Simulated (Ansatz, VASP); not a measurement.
**One calculation of AlGaN2, two programs**

```xyz
4
Lattice="3.0650 0.0000 0.0000 0.0000 3.0650 0.0000 0.0000 0.0000 4.5293" Properties=species:S:1:pos:R:3 pbc="T T T"
Al    1.5325    1.5325    2.2646
Ga    0.0000    0.0000    0.0000
N     1.5325    0.0000    3.3519
N     0.0000    1.5325    1.1774
```

Alike in both runs: task single point; functional LDA; k mesh 8 × 8 × 6; occupations gaussian, width 0.05 eV; no spin polarisation.

|  | VASP | Ansatz |
| --- | --- | --- |
| version | VASP 6.6.1 | Ansatz 0.2.0 |
| potentials or method | VASP PAW LDA potentials, release 64 (Al, Ga_d, N) | scalar-relativistic, plane waves, PAW |
| plane-wave cutoff (eV) | 520 | 420 |
| valence electrons in the cell | 26 | 26 |

Ansatz gave:

```
gap on the k mesh at the Fermi level (eV)       : 2.97
least direct gap on the mesh (eV)               : 2.97
pressure (GPa)                                  : -0.1
largest component of the traceless stress (GPa) : 4.85
rms of the force components (eV/Å)              : 0.033
```

Question: Estimate VASP's values.

Answer: gap on the k mesh at the Fermi level (eV): 2.98; least direct gap on the mesh (eV): 2.98; pressure (GPa): 0.8; largest component of the traceless stress (GPa): 4.80; rms of the force components (eV/Å): 0.021.

Atom by atom the forces differ by 0.013 eV/Å (rms over components).

A k mesh can miss the band edges. A hybrid or GW would open this gap; LDA tends to underestimate it.
